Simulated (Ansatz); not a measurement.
Ansatz input file:

```yaml
crystal:
  lattice:
    - [3.9872777617, 0.0, 0.0]
    - [0.0, 3.9872777617, 0.0]
    - [0.0, 0.0, 3.9872777617]
  atoms:
    - { symbol: Ti, position: [0.0, 0.0, 0.0] }
    - { symbol: Pt, position: [0.0, 0.5, 0.5] }
    - { symbol: Pt, position: [0.5, 0.0, 0.5] }
    - { symbol: Pt, position: [0.5, 0.5, 0.0] }
basis:
  ecutwfc: 420
kpoints:
  mp_grid: { grid: [10, 10, 10] }
hamiltonian:
  xc: pbe
scf:
  occupations: { method: gaussian, width: 0.1 }
output:
  forces: true
  stress: true
  eigenvalues: true
```

Launched with
```bash
ansatz run input.yaml --threads 1 --pin off --max-ram 2560MiB --backend cpu --events-out ev --progress --plain --runs-dir out
```

Theory: Ansatz 0.2.0, DFT PBE, scalar-relativistic, plane waves, PAW.

From the run's log, abridged:

```
Pseudopotentials: kind: paw
Pseudopotential: Ti, paw, valence charge 12, recommended cutoff 420 eV (normal)
Pseudopotential: Pt, paw, valence charge 18, recommended cutoff 420 eV (normal)
Functional definition: PBE
Crystal: 4 atoms, lattice volume = 63.391 Å³
Basis set: ecut = 420 eV, 1237 PW (Γ), exchange–correlation on 54×54×54 points (8 copies of the dense FFT grid, shifted against one another)
Bands: 40, of which v1, the nominal top of the filled ones, is band 33 counted from 1 (32 counted from 0)
Symmetry: 48 space group operations
Space group: Pm-3m (ITA 221), of the structure as read, at distance tolerance 4.0e-5 Å
k-points: 56 of 1000
Initial density: superposition of atomic densities (neutral atoms: chi_scale 0, normalization atom), corrected by the library's trained network
Initial wavefunctions: pseudopotential atomic-orbital guess
Functional: x = pbe(κ = 0.804, μ = 0.21951497), c = pbe(β = 0.06672455)
SCF iter   1: F=—  HF=-40072.117969 eV  |F-HF|=—  |Δ(HF+E_count)|=         —  Δρ=1.31e-2  dr2=1.56e-1  ethr=1.77e-3  ⟨swp⟩=4.9  Hψ=6961  notcnv=0
SCF iter   2: F=—  HF=-40072.111128 eV  |F-HF|=—  |Δ(HF+E_count)|=   6.84e-3  Δρ=6.86e-3  dr2=4.54e-2  ethr=2.36e-4  ⟨swp⟩=2.0  Hψ=2854  notcnv=0  defer=15
SCF iter   3: F=—  HF=-40072.107770 eV  |F-HF|=—  |Δ(HF+E_count)|=   3.36e-3  Δρ=7.06e-4  dr2=1.46e-4  ethr=6.89e-5  ⟨swp⟩=1.4  Hψ=2245  notcnv=0  defer=15
SCF iter   4: F=—  HF=-40072.107807 eV  |F-HF|=—  |Δ(HF+E_count)|=   3.69e-5  Δρ=2.05e-4  dr2=4.80e-5  ethr=2.21e-7  ⟨swp⟩=2.1  Hψ=3335  notcnv=0  defer=15
SCF iter   5: F=—  HF=-40072.107923 eV  |F-HF|=—  |Δ(HF+E_count)|=   1.16e-4  Δρ=3.89e-5  dr2=7.07e-7  ethr=7.28e-8  ⟨swp⟩=1.4  Hψ=2222  notcnv=0  defer=15
SCF iter   6: F=-40072.107923 eV  HF=-40072.107923 eV  |F-HF|=4.72e-8  |Δ(HF+E_count)|=   6.24e-9  Δρ=7.91e-6  dr2=7.10e-8  ethr=1.52e-10  ⟨swp⟩=7.3  Hψ=8467  notcnv=0
SCF 1 converged in 6 iterations: F = -40072.107923 eV  dr2 = 7.10e-8
SCF converged after 6 iterations
Free energy (F): -40072.107923 eV
Harris-Foulkes:  -40072.107923 eV  (|F-HF|=4.72e-8)
Internal energy: -40072.102054 eV  (E = F + TS)
E sigma→0 (E₀):  -40072.104988 eV
Entropy (-TS):   -0.005870 eV (-1.467 meV/atom)
Fermi energy:    20.702830 eV
--- Per-component energies (eV) ---
  E_band       = -634.006753
  E_kinetic    = 2181.366539
  E_local      = -5525.953785  (includes V_loc(G=0)·N_el)
  E_nonlocal   = 602.698086
  E_hartree    = 2086.689973
  E_xc         = -883.820940
  E_vxc        = -1031.776535  (∫ρ·V_xc dr)
  E_paw        = -29407.453267  (= ΣΔE_a)
  E_vpaw       = -1033.715473  (= ΣTr[D̂ρ^β])
  E_aug_tail   = 0.000736  (compensation charges beyond the density's cutoff)
  E_ewald      = -9125.629397
  E_smearing   = -0.005870  (= −TS)
--- Forces (eV/Å), atoms counted from 1 ---
  atom   1  Ti     0.00000000     0.00000000     0.00000000
  atom   2  Pt     0.00000000     0.00000000     0.00000000
  atom   3  Pt     0.00000000     0.00000000     0.00000000
  atom   4  Pt     0.00000000     0.00000000     0.00000000
--- Stress (GPa, compression-positive) ---
       -6.491313       0.000000       0.000000
        0.000000      -6.491313       0.000000
        0.000000       0.000000      -6.491313
  P = ⅓ Tr σ = -6.4913 GPa (-64.913 kbar)
--- Band table (eV; the first three rows and the last of 56) ---
  k-point 0: bands = ["-78.0993", "-78.0734", "-78.0734", "-37.5419", "-32.4344", "-32.4344", "-32.4344", "-32.2920", "-32.2920", "-32.2920", "-32.1624", "-32.1624", "-32.1624", "-13.7458", "-13.7458", "-13.7458", "11.1255", "13.9597", "14.2755", "14.2755", "14.5771", "14.5771", "14.5771", "17.3954", "17.3954", "17.3954", "19.1382", "19.1382", "20.1707", "20.6911", "20.6911", "20.6911", "21.9512", "21.9512", "22.3126", "22.3126", "22.3126", "22.5183", "22.5183", "22.5183"]
  k-point 1: bands = ["-78.0987", "-78.0740", "-78.0734", "-37.5420", "-32.4308", "-32.4308", "-32.4283", "-32.2930", "-32.2930", "-32.2923", "-32.1688", "-32.1651", "-32.1651", "-13.7479", "-13.7462", "-13.7462", "11.2504", "14.0365", "14.3169", "14.3782", "14.6221", "14.6506", "14.6506", "17.3232", "17.4315", "17.4315", "19.0365", "19.1537", "20.0640", "20.1868", "20.1868", "20.6914", "21.4868", "21.8956", "21.9166", "21.9166", "22.0887", "22.5152", "23.3596", "23.3596"]
  k-point 2: bands = ["-78.0971", "-78.0756", "-78.0734", "-37.5422", "-32.4204", "-32.4204", "-32.4106", "-32.2961", "-32.2961", "-32.2929", "-32.1875", "-32.1724", "-32.1724", "-13.7532", "-13.7471", "-13.7471", "11.6154", "14.2462", "14.4266", "14.6746", "14.7516", "14.8690", "14.8690", "17.1232", "17.5199", "17.5199", "18.7455", "19.1857", "19.2861", "19.2861", "19.7536", "20.2429", "20.6922", "21.5028", "21.5028", "21.7522", "21.8203", "22.5075", "24.5629", "24.5629"]
  k-point 55: bands = ["-78.0820", "-78.0820", "-78.0820", "-37.5404", "-32.4905", "-32.4268", "-32.4268", "-32.4268", "-32.2005", "-32.2005", "-32.2005", "-32.1561", "-32.1561", "-13.7545", "-13.7545", "-13.7545", "13.8585", "13.8585", "13.8585", "14.2340", "16.6147", "16.6147", "16.6147", "17.3806", "17.3806", "17.3806", "17.9162", "17.9162", "19.9868", "20.1444", "20.1444", "20.1444", "20.2456", "20.2456", "20.2456", "21.7667", "21.7667", "21.7667", "22.0910", "22.0910"]
```

The run converged.

Time: 6.5 s on 1 thread of Arm Neoverse V1 (shared host), peak memory 0.38 GiB.

Spin–orbit coupling is left out, which can shift energies with elements as heavy as these.